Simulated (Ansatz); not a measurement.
## Band table of NaH

```
Na H
1.0
     3.97187    0.00000    0.00000
    -1.98593    3.43974    0.00000
     0.00000    0.00000    4.87405
Na H
2 2
Direct
  0.33333 0.66667 0.93800
  0.66667 0.33333 0.43800
  0.33333 0.66667 0.43800
  0.66667 0.33333 0.93800
```

Atom numbers follow the list: Na1, Na2, H3, H4.

The structure comes from a relaxation in the same program, started in the wurtzite type, and has space group P6_3/mmc. Whether it is a known phase or the ground state wasn't checked. The relaxation left the symmetry of that type.

All numbers below come from DFT, PBE, all-electron LAPW, scalar-relativistic (Ansatz 0.2.0).

Settings: a Γ-centred 14×14×8 k mesh, Fermi–Dirac smearing of 0.03 eV, basis error target 1 meV/atom, no spin polarisation.

Path points, in fractions of the reciprocal vectors: Γ (0.000, 0.000, 0.000), M (0.500, 0.000, 0.000), K (0.333, 0.333, 0.000), A (0.000, 0.000, 0.500), L (0.500, 0.000, 0.500), H (0.333, 0.333, 0.500). Levels in eV from the valence-band top; bands 9 to 12, counted from the lowest band of the run. The gap is 3.35 eV, indirect from the line K (0.333, 0.333, 0)–Γ to K (0.333, 0.333, 0).

```
# k(1/Å) point b9 b10 b11 b12
0.000 Γ -3.28 -0.02 4.85 7.91
0.114 - -3.23 -0.01 4.89 7.64
0.228 - -3.11 0.00 5.02 6.98
0.342 - -2.91 0.00 5.24 6.19
0.457 - -2.65 -0.03 5.42 5.54
0.571 - -2.32 -0.11 4.76 5.93
0.685 - -1.97 -0.27 4.27 6.41
0.799 - -1.64 -0.47 3.97 6.97
0.913 M -1.48 -0.59 3.87 7.46
0.979 - -1.47 -0.59 3.85 7.47
1.045 - -1.43 -0.59 3.81 7.51
1.111 - -1.38 -0.60 3.73 7.49
1.177 - -1.31 -0.62 3.64 7.39
1.243 - -1.23 -0.65 3.53 7.34
1.309 - -1.13 -0.70 3.44 7.35
1.375 - -1.01 -0.78 3.37 7.41
1.441 K -0.89 -0.89 3.35 7.53
1.572 - -1.20 -0.63 3.46 7.20
1.704 - -1.61 -0.38 3.80 6.93
1.836 - -2.04 -0.18 4.35 6.29
1.968 - -2.45 -0.06 5.06 5.77
2.100 - -2.80 -0.01 5.37 5.88
2.232 - -3.06 0.00 5.08 6.77
2.363 - -3.22 -0.01 4.91 7.56
2.495 Γ -3.28 -0.02 4.85 7.91
2.576 - -3.25 -0.07 4.90 7.90
2.656 - -3.19 -0.22 5.06 7.87
2.737 - -3.08 -0.45 5.29 7.80
2.818 - -2.93 -0.73 5.58 7.71
2.898 - -2.75 -1.04 5.90 7.57
2.979 - -2.52 -1.36 6.23 7.38
3.059 - -2.27 -1.68 6.56 7.14
3.140 A -1.99 -1.99 6.87 6.87
3.254 - -1.95 -1.95 6.75 6.75
3.368 - -1.85 -1.85 6.41 6.41
3.482 - -1.69 -1.69 5.93 5.93
3.596 - -1.49 -1.49 5.38 5.38
3.711 - -1.26 -1.26 4.84 4.84
3.825 - -1.03 -1.03 4.38 4.38
3.939 - -0.87 -0.87 4.06 4.06
4.053 L -0.81 -0.81 3.95 3.95
4.119 - -0.80 -0.80 3.96 3.96
4.185 - -0.79 -0.79 4.01 4.01
4.251 - -0.76 -0.76 4.09 4.09
4.317 - -0.74 -0.74 4.21 4.21
4.383 - -0.70 -0.70 4.35 4.35
4.449 - -0.67 -0.67 4.52 4.52
4.515 - -0.65 -0.65 4.70 4.70
4.580 H -0.64 -0.64 4.81 4.81
4.712 - -0.69 -0.69 4.60 4.60
4.844 - -0.84 -0.84 4.54 4.54
4.976 - -1.07 -1.07 4.76 4.76
5.108 - -1.34 -1.34 5.18 5.18
5.240 - -1.60 -1.60 5.72 5.72
5.371 - -1.81 -1.81 6.28 6.28
5.503 - -1.94 -1.94 6.71 6.71
5.635 A -1.99 -1.99 6.87 6.87
```
